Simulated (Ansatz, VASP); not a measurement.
## One calculation of MgTe, two programs

```xyz
4
Lattice="4.6072 0.0000 0.0000 -2.3036 3.9899 0.0000 0.0000 0.0000 7.5055" Properties=species:S:1:pos:R:3 pbc="T T T"
Mg    0.0000    2.6599    0.0332
Mg    2.3036    1.3300    3.7859
Te    0.0000    2.6599    2.8564
Te    2.3036    1.3300    6.6092
```

Alike in both runs: functional PBE; k mesh 6 × 6 × 4; occupations gaussian, width 0.02 eV; no spin polarisation.

Ansatz relaxed the structure, and its values are those at the end. VASP's run is a single point on that final structure, the one shown.

|  | VASP | Ansatz |
| --- | --- | --- |
| version | VASP 6.6.1 | Ansatz 0.2.0 |
| potentials or method | VASP PAW PBE potentials, release 64 (Mg, Te) | scalar-relativistic, plane waves, PAW |
| plane-wave cutoff (eV) | 520 | 420 |
| valence electrons in the cell | 16 | 52 |

|  | VASP | Ansatz | Ansatz less VASP |
| --- | --- | --- | --- |
| gap on the k mesh at the Fermi level (eV) | 2.36 | 2.37 | +0.010 |
| least direct gap on the mesh (eV) | 2.36 | 2.37 | +0.010 |
| pressure (GPa) | 0.0 | 0.0 | +0.02 |

The two sets of potentials don't hold the same shells in valence.

Caveats: spin-orbit coupling is left out, which moves the levels of the heavy elements.
